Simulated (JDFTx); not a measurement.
Crystal: Ga.

```
Ga
1.0
    -1.34574    1.36748    2.27974
     1.38532   -1.38141    2.31180
     1.38426    1.41993   -2.28809
Ga
1
Direct
  0.00017 0.01188 0.01187
```

The cell isn't the ideal one: cell strained at random at fixed volume.

A run of JDFTx 1.7.0 (patched build) on this cell left the log below. Logs are shortened: lines on timing, memory, paths and dates and some standing lists are left out, and cuts for length are marked.

```text
*************** JDFTx 1.7.0 (patched build) ***************

Input parsed successfully to the following command list (including defaults):
[... the input with its defaults ...]

---------- Setting up symmetries ----------

Non-trivial transmission matrix:
[   1   0  -1  ]
[   0   1   0  ]
[   1   1   0  ]
with reduced lattice vectors:
[      0.072792      5.233757      2.543086  ]
[      5.267443      0.072792     -2.584165  ]
[     -0.015768      0.044800     -4.308092  ]

Found 2 point-group symmetries of the bravais lattice
Found 2 space-group symmetries with basis
Applied RMS atom displacement 0 bohrs to make symmetries exact.

---------- Initializing the Grid ----------
R =
[     -2.54309      2.61788      2.61588  ]
[      2.58416     -2.61049      2.68328  ]
[      4.30809      4.36866     -4.32386  ]
unit cell volume = 119.57
G =
[ -0.0228561    1.19533   0.727964  ]
[     1.1946 -0.0143718   0.713799  ]
[    1.18421    1.17645 -0.00663893  ]
Minimum fftbox size, Smin = [  36  36  36  ]
Chosen fftbox size, S = [  36  36  36  ]

---------- Exchange Correlation functional ----------
Initalized PBE GGA exchange.
Initalized PBE GGA correlation.

---------- Setting up pseudopotentials ----------
Width of ionic core gaussian charges (only for fluid interactions / plotting) set to 0

Reading pseudopotential file 'pseudo/Ga.upf':
  'Ga' pseudopotential, 'PBE' functional
  Generated using ONCVPSP code by D. R. Hamann
  13 valence electrons, 3 orbitals, 6 projectors, 1001 radial grid points, with lMax = 2
    3D    l: 2   occupation: 10.0   eigenvalue: -0.703915
    4S    l: 0   occupation:  2.0   eigenvalue: -0.328859
    4P    l: 1   occupation:  1.0   eigenvalue: -0.094784
  Core radius for overlap checks: 1.84 bohrs.

Initialized 1 species with 1 total atoms.

Folded 1 k-points by 13x13x13 to 2197 k-points.

---------- Setting up k-points, bands, fillings ----------
Reduced to 1099 k-points under symmetry.
Computing the number of bands and number of electrons
Calculating initial fillings.
nElectrons:  13.000000   nBands: 12   nStates: 1099

----- Setting up reduced wavefunction bases (one per k-point) -----
average nbasis = 1444.802 , ideal nbasis = 1444.790

---------- Setting up ewald sum ----------
Optimum gaussian width for ewald sums = 1.960054 bohr.
Real space sum over 2197 unit cells with max indices [  6  6  6  ]
Reciprocal space sum over 2197 terms with max indices [  6  6  6  ]

---------- Allocating electronic variables ----------
Initializing wave functions:  linear combination of atomic orbitals
Note: number of bands (12) exceeds available atomic orbitals (9)
Ga pseudo-atom occupations:   s ( 2 )  p ( 1 )  d ( 10 )
	FillingsUpdate:  mu: +0.440132726  nElectrons: 13.000000
LCAOMinimize: Iter:   0  F: -67.1074383818523756  |grad|_K:  5.639e-05  alpha:  1.000e+00
	FillingsUpdate:  mu: +0.440715192  nElectrons: 13.000000
LCAOMinimize: Iter:   1  F: -67.1076412642190121  |grad|_K:  9.062e-07  alpha:  8.137e-01  linmin: -8.395e-02  cgtest:  7.140e-01
LCAOMinimize: Encountered beta<0, resetting CG.
	FillingsUpdate:  mu: +0.440721057  nElectrons: 13.000000
LCAOMinimize: Iter:   2  F: -67.1076413233025875  |grad|_K:  8.107e-08  alpha:  9.093e-01  linmin: -3.311e-04  cgtest:  3.007e-03
	FillingsUpdate:  mu: +0.440720371  nElectrons: 13.000000
LCAOMinimize: Iter:   3  F: -67.1076413237799017  |grad|_K:  3.791e-09  alpha:  9.178e-01  linmin: -1.472e-03  cgtest:  8.752e-03
LCAOMinimize: Converged (|Delta F|<1.000000e-06 for 2 iters).

-------- Electronic minimization -----------
Will mix electronic density at each iteration.
	FillingsUpdate:  mu: +0.440720371  nElectrons: 13.000000
	FillingsUpdate:  mu: +0.432075743  nElectrons: 13.000000
SCF: Cycle:  0   F: -67.120013700247569   dF: -1.237e-02   |Residual|: 6.617e-03   |deigs|: 6.493e-01
	FillingsUpdate:  mu: +0.431908986  nElectrons: 13.000000
SCF: Cycle:  1   F: -67.120114396147926   dF: -1.007e-04   |Residual|: 3.963e-03   |deigs|: 8.024e-03
	FillingsUpdate:  mu: +0.431855584  nElectrons: 13.000000
SCF: Cycle:  2   F: -67.120120125491013   dF: -5.729e-06   |Residual|: 3.646e-04   |deigs|: 1.118e-03
	FillingsUpdate:  mu: +0.431868931  nElectrons: 13.000000
SCF: Cycle:  3   F: -67.120120840421592   dF: -7.149e-07   |Residual|: 1.842e-04   |deigs|: 3.544e-04
	FillingsUpdate:  mu: +0.431886455  nElectrons: 13.000000
SCF: Cycle:  4   F: -67.120121127712594   dF: -2.873e-07   |Residual|: 2.706e-05   |deigs|: 3.520e-04
	FillingsUpdate:  mu: +0.431886294  nElectrons: 13.000000
SCF: Cycle:  5   F: -67.120121172355539   dF: -4.464e-08   |Residual|: 1.319e-05   |deigs|: 1.891e-04
	FillingsUpdate:  mu: +0.431886477  nElectrons: 13.000000
SCF: Cycle:  6   F: -67.120121192216772   dF: -1.986e-08   |Residual|: 4.879e-06   |deigs|: 2.541e-04
	FillingsUpdate:  mu: +0.431886463  nElectrons: 13.000000
SCF: Cycle:  7   F: -67.120121195489489   dF: -3.273e-09   |Residual|: 3.021e-06   |deigs|: 1.283e-04
	FillingsUpdate:  mu: +0.431886664  nElectrons: 13.000000
SCF: Cycle:  8   F: -67.120121197060911   dF: -1.571e-09   |Residual|: 1.267e-06   |deigs|: 2.054e-04
SCF: Converged (|Delta E|<1.000000e-08 for 2 iters).

Setting wave functions to eigenvectors of Hamiltonian
Converging empty states (this may take a while): |deigs|: 6.605e-04

# Stress tensor in Cartesian coordinates [Eh/a0^3]:
[ -0.000136203 -5.26643e-06  1.02203e-06  ]
[ -5.26643e-06 -0.000130033  4.30651e-06  ]
[  1.02203e-06  4.30651e-06 -0.000108894  ]

# Ionic positions in lattice coordinates:
ion Ga   0.000172000000000   0.011881000000000   0.011873000000000 1

# Forces in Cartesian coordinates:
force Ga   0.000000000000000   0.000000000000000   0.000000000000000 1

# Energy components:
   Eewald =      -49.4996120613383326
       EH =       19.1844921985465504
     Eloc =      -49.7102174910775787
      Enl =      -38.1803404194400500
      Exc =      -20.9379867358166862
 Exc_core =        9.3515353253139466
       KE =       62.6721267395337875
-------------------------------------
     Etot =      -67.1200024442783842
       TS =        0.0001187527825272
-------------------------------------
        F =      -67.1201211970609108

IonicMinimize: Iter:   0  F: -67.120121197060911  |grad|_K:  0.000e+00
IonicMinimize: Converged (|grad|_K<1.000000e-04).

#--- Lowdin population analysis ---
# oxidation-state Ga +0.018

Dumping 'run.eigStats' ...
	eMin: -0.125297 at state 1015 ( [ +0.461538 +0.461538 -0.461538 ] spin 0 )
	HOMO: +0.431861 at state 645 ( [ +0.307692 +0.307692 +0.076923 ] spin 0 )
	mu  : +0.431887
	LUMO: +0.431974 at state 103 ( [ +0.076923 +0.076923 +0.384615 ] spin 0 )
	eMax: +1.609253 at state 1015 ( [ +0.461538 +0.461538 -0.461538 ] spin 0 )
	HOMO-LUMO gap: +0.000112
	Optical gap  : +0.016951 at state 1011 ( [ +0.461538 +0.461538 +0.230769 ] spin 0 )
Done!
```

What input gives this log?

Single point with PBE, no spin polarisation. The files as run (others can give the same):

Ga.in
```
lattice \
   -2.5430857041     2.6178791744     2.6158779545 \
    2.5841645706    -2.6104865658     2.6832788161 \
    4.3080917943     4.3686594063    -4.3238596690
coords-type Lattice
ion Ga     0.0001720000     0.0118810000     0.0118730000 1

ion-species pseudo/Ga.upf
elec-cutoff 40
elec-ex-corr gga-PBE
kpoint-folding 13 13 13
elec-smearing Fermi 0.0018374661
elec-n-bands 12
electronic-SCF nIterations 100 energyDiffThreshold 1e-08
electronic-minimize nIterations 30 energyDiffThreshold 1e-7
converge-empty-states yes
forces-output-coords Cartesian

dump-name run.$VAR
dump End Ecomponents EigStats BandEigs Kpoints Forces Stress ElecDensity Dtot KEdensity
```

Potentials or basis: PseudoDojo-SR-PBE-0.5-standard.
The run is started by
```sh
$ jdftx -c 1 -i Ga.in -o Ga.out
```
